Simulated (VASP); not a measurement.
Runs of VASP 6.6.1 on BeTe. The structure is cubic, space group F-43m (No. 216). The conventional cell has a = 5.612 Å, b = 5.612 Å, c = 5.612 Å, α = 90.00°, β = 90.00°, γ = 90.00°. Be (site symmetry -43m) is surrounded by 4 Te at 2.43 Å. Te (site symmetry -43m) is surrounded by 4 Be at 2.43 Å. 

| task | level | cell | k mesh | cutoff (eV) | grid for exact exchange (PRECFOCK) | exchange at q = 0 | share of exact exchange | screening parameter | gap on the mesh (eV) | pressure (GPa) |
| --- | --- | --- | --- | --- | --- | --- | --- | --- | --- | --- |
| band structure | PBE | as given | 6 × 6 × 6 | 520 | Fast | - | - | - | 1.95 | 1.8 |
| band structure | PBE0 | as given | 6 × 6 × 6 | 520 | Fast | truncated | - | - | 3.27 | 0.5 |
| band structure | PBE-EpsX | as given | 6 × 6 × 6 | 520 | Fast | truncated | 0.1316 | - | 2.63 | (b) |
| relaxation of cell and atoms | PBEsol | relaxed | 8 × 8 × 8 | 600 | - | - | - | - | (a) | 0.0 |
| band structure | HSE06 | as given | 6 × 6 × 6 | 520 | Fast | - | - | 0.2 1/A | 2.63 | 0.5 |

Alike in all rows: potentials or basis VASP PAW PBE potentials, release 64 (Be, Te); no spin polarisation; smearing gaussian 0.03 eV.

Q: Fill in the values left out.

A: (a) 1.83; (b) 1.1.

Caveats: spin-orbit coupling is left out, which moves the levels of the heavy elements; the PAW data sets were made with another functional, which shifts forces and pressure a little (some runs); the relaxation stopped at its first step, so nothing moved (some runs).

A k mesh can miss the band edges, and the runs leave out spin-orbit coupling on Te.
